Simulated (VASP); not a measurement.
The system is MnO.

```
Mn O
1.0
     3.37170    0.00000    0.00000
    -1.68585    2.91998    0.00000
     0.00000    0.00000    5.38550
Mn O
2 2
Direct
  0.33333 0.66667 0.01096
  0.66667 0.33333 0.51096
  0.33333 0.66667 0.37547
  0.66667 0.33333 0.87547
```

Measurements of this composition are mostly on another form, of space group No. 225.

Base run:

| Property | Result |
| --- | --- |
| Program | VASP 6.6.1 |
| Functional | PBEsol |
| Potentials or basis | VASP PAW PBE potentials, release 64 (Mn_pv, O) |
| Cutoff | 520 eV |
| k mesh | 6 × 6 × 4 |
| Occupations | gaussian, width 0.05 eV |
| Spin | no spin polarisation |

Its results: band gap on the k mesh none (metal or under the smearing width); pressure -35.0 GPa; largest force 0.303 eV/Å.

The run is repeated on the same cell with these changes: spin from no spin polarisation to collinear spin, ferrimagnetic start; further incar settings from ALGO = Fast; EDIFF = 1e-07; NBANDS = 27 to ALGO = Normal; EDIFF = 1e-06; NBANDS = 31. What comes out?

Band gap on the k mesh none (metal or under the smearing width); pressure -5.4 GPa; net moment 0.00 μB per cell; site moments Mn +4.21, -4.21; O -0.07, +0.07 μB; largest force 0.050 eV/Å.

Caveats: the PAW data sets were made with another functional, which shifts forces and pressure a little; semilocal functionals often make such compounds metallic where correlation or magnetic order opens a gap, which also shifts bond lengths; a pressure of tens of GPa on the cell as given is suspect, and the run, the potentials or the cell itself is likely at fault (some runs).
